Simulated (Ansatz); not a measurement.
ZrO2 (fluorite)

```yaml
crystal:
  lattice:
    - [0.00000, 5.11588, 5.11588]
    - [2.55794, 0.00000, 2.55794]
    - [2.55794, 2.55794, 0.00000]
  atoms:
    - { symbol: Zr, position: [0.00000, 0.00000, 0.00000] }
    - { symbol: Zr, position: [0.50000, 0.00000, 0.00000] }
    - { symbol: O, position: [0.12500, 0.25000, 0.25000] }
    - { symbol: O, position: [0.62500, 0.25000, 0.25000] }
    - { symbol: O, position: [0.37500, 0.75000, 0.75000] }
    - { symbol: O, position: [0.87500, 0.75000, 0.75000] }
```

In each cell atom 3 (O, nearest neighbour Zr at 2.215 Å; its periodic images, 3.6 Å or more away, move with it) moves by s·(-0.577, -0.577, -0.577) (towards the nearest neighbour), the rest being held.

Calculation: PBE (plane waves to 420 eV, PAW, scalar-relativistic; Ansatz, a first-principles code). k mesh 9×9×9 (Γ-centred), Fermi-Dirac smearing 0.05 eV. Energies are smeared free energies. Left out: 1 of 11 points, with atoms too close for the PAW data. The PAW data are Ansatz's earlier set. This is a high-temperature form of ZrO2. ZrO2 is run without spin polarisation. ZrO2 was relaxed with its symmetry unable to fall. ΔE is measured from the undisplaced structure.

```json
[
 {"s (Å)": "-0.440", "ΔE (meV/cell)": "742"},
 {"s (Å)": "-0.352", "ΔE (meV/cell)": "506"},
 {"s (Å)": "-0.264", "ΔE (meV/cell)": "303"},
 {"s (Å)": "-0.176", "ΔE (meV/cell)": "144"},
 {"s (Å)": "-0.088", "ΔE (meV/cell)": "39"},
 {"s (Å)": "0.000", "ΔE (meV/cell)": "0"},
 {"s (Å)": "0.088", "ΔE (meV/cell)": "45"},
 {"s (Å)": "0.176", "ΔE (meV/cell)": "194"},
 {"s (Å)": "0.264", "ΔE (meV/cell)": "477"},
 {"s (Å)": "0.352", "ΔE (meV/cell)": "930"}
]
```

**Question.** What force constant k = d²E/ds² at s = 0 does the table give?

**Answer.** 11 eV/Å². It is the second difference of the nearest points, corrected with the next pair.

**Question.** With k = 10.71 eV/Å² from the forces, is the well harmonic out to s = 0.352 Å?

**Answer.** ½ks² = 663 meV/cell against the computed 930 meV/cell, so the well is stiffer than harmonic there.

(A displaced cell: forces are minus the slopes of the energy, force constants its curvatures, and phonons follow from these.)
